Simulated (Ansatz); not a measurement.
The system is BaTiO3.

```xyz
5
Lattice="4.0073 0.0000 0.0000 0.0000 4.0073 0.0000 0.0000 0.0000 4.0073" Properties=species:S:1:pos:R:3 pbc="T T T"
Ba    2.0398    1.8245    2.0304
Ti    3.7818    0.2804    3.8242
O     2.0859    0.0274    0.2221
O     0.0507    1.9715    0.2113
O     0.0563    3.9108    1.7266
```

The cell isn't the ideal one: all atoms moved at random, sigma 0.15 Å a component.

Base run:

| Property | Result |
| --- | --- |
| Program | Ansatz 0.2.0 |
| Functional | r2SCAN |
| Potentials or basis | Ansatz PAW |
| Cutoff | 500 eV (not typed: the program's choice for these potentials) |
| k mesh | 7 × 7 × 7 |
| Occupations | fermi-dirac, width 0.05 eV |
| Spin | no spin polarisation |
| Hubbard terms | Ti d U = 5 eV |

Its results: band gap on the k mesh 3.61 eV, indirect (least direct gap 3.75 eV); pressure 11.3 GPa; largest force 5.175 eV/Å.

Question: The run is repeated on the same cell with these changes: hubbard terms from Ti d U = 5 eV to Ti d U = 4 eV. What comes out?

Answer: Band gap on the k mesh 3.50 eV, indirect (least direct gap 3.65 eV); pressure 10.8 GPa; largest force 5.020 eV/Å.

Caveats: odd divisions of the mesh miss points on the zone boundary, where band edges often lie, so the gap on the mesh can be too wide; spin-orbit coupling is left out, which moves the levels of the heavy elements; the PAW data sets come from PBE, with cores solved anew for the run's functional, which leaves a small shift of forces and pressure; forces of over 1 eV/Å show positions far from the minimum, so gaps and moduli don't describe the material at rest; the density of states is complete only up to the lowest level of the last band computed.

A k mesh can miss the band edges.
